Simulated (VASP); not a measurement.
The system is AgBr.

```
Ag Br
1.0
     0.00000    2.83633    2.83633
     2.83633    0.00000    2.83633
     2.83633    2.83633    0.00000
Ag Br
1 1
Direct
  0.00000 0.00000 0.00000
  0.50000 0.50000 0.50000
```

Base run:

- Program: VASP 6.6.1
- Functional: PBE-EpsX
- Potentials or basis: VASP PAW PBE potentials, release 64 (Ag, Br)
- Cutoff: 520 eV
- k mesh: 6 × 6 × 6
- Occupations: gaussian, width 0.03 eV
- Spin: no spin polarisation

Its results: band gap on the k mesh 1.92 eV, indirect (least direct gap 3.94 eV); pressure 3.9 GPa.

Question: After a change of settings the same cell gave: band gap on the k mesh 2.66 eV, indirect (least direct gap 4.65 eV); pressure 3.8 GPa. Which change was it?
A. functional from PBE-EpsX to PBE0
B. functional from PBE-EpsX to PBE; further incar settings from ALGO = Normal; EDIFF = 1e-06 to ALGO = Fast; EDIFF = 1e-06
C. functional from PBE-EpsX to HSE06

Answer: A.

Caveats: the PAW data sets were made with another functional, which shifts forces and pressure a little.
